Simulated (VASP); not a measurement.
Write the native input for VASP 6.6.1 that does the following.

* Task: band structure
* Functional: PBE
* Potentials or basis: VASP PAW PBE potentials, release 64 (Si, C)
* Cutoff: 500 eV
* k mesh: 10 × 10 × 3
* Occupations: fermi-dirac, width 0.05 eV
* Spin: no spin polarisation
* Further INCAR settings: ALGO = Fast; EDIFF = 1e-07; NBANDS = 26

The structure of SiC lies in POSCAR:

```
SiC
1.0
    3.0756941497      0.0000000000      0.0000000000
   -1.5378470748      2.6636292679      0.0000000000
    0.0000000000      0.0000000000     10.0706464800
Si C
4 4
Direct
    0.0000000000      0.0000000000      0.1878943800
    0.0000000000      0.0000000000      0.6878943800
    0.3333333333      0.6666666667      0.4378419800
    0.6666666667      0.3333333333      0.9378419800
    0.0000000000      0.0000000000      0.0004600500
    0.0000000000      0.0000000000      0.5004600500
    0.3333333333      0.6666666667      0.2498025900
    0.6666666667      0.3333333333      0.7498025900
```

The cell is a database's computed one.

These files were run (other wordings do the same):

INCAR

```
PREC = Accurate
ENCUT = 500
EDIFF = 1E-7
ISMEAR = -1
SIGMA = 0.05
LREAL = F
LASPH = T
NELM = 60
ALGO = Fast
ISIF = 2
LWAVE = F
LCHARG = F
GGA = PE
NBANDS = 26
```

KPOINTS

```
Automatic mesh
0
Gamma
  10 10 3
```

KPOINTS_OPT

```
path GMKGALHA,LM,KH
10
line-mode
reciprocal
 0.0000000000  0.0000000000  0.0000000000  G
 0.5000000000  0.0000000000  0.0000000000  M

 0.5000000000  0.0000000000  0.0000000000  M
 0.3333333333  0.3333333333  0.0000000000  K

 0.3333333333  0.3333333333  0.0000000000  K
 0.0000000000  0.0000000000  0.0000000000  G

 0.0000000000  0.0000000000  0.0000000000  G
 0.0000000000  0.0000000000  0.5000000000  A

 0.0000000000  0.0000000000  0.5000000000  A
 0.5000000000  0.0000000000  0.5000000000  L

 0.5000000000  0.0000000000  0.5000000000  L
 0.3333333333  0.3333333333  0.5000000000  H

 0.3333333333  0.3333333333  0.5000000000  H
 0.0000000000  0.0000000000  0.5000000000  A

 0.5000000000  0.0000000000  0.5000000000  L
 0.5000000000  0.0000000000  0.0000000000  M

 0.3333333333  0.3333333333  0.0000000000  K
 0.3333333333  0.3333333333  0.5000000000  H
```

Potentials or basis: VASP PAW PBE potentials, release 64 (Si, C).

The run is started by

```console
$ cat potpaw_PBE.64/Si/POTCAR potpaw_PBE.64/C/POTCAR > POTCAR
$ mpirun -np 1 vasp_std > vasp.out
```

It gave:

```yaml
Pressure: 3.9 GPa
Largest_force: 0.005 eV/Å
Band_gap_on_the_k_mesh: 2.23 eV, indirect (least direct gap 3.35 eV)
Band_gap_along_the_path: 2.23 eV, indirect (least direct gap 3.35 eV)
```

Run time: 75 s on 1 thread of Intel(R) Xeon(R) 6975P-C (Granite Rapids), on a shared host, peak memory 0.24 GiB.
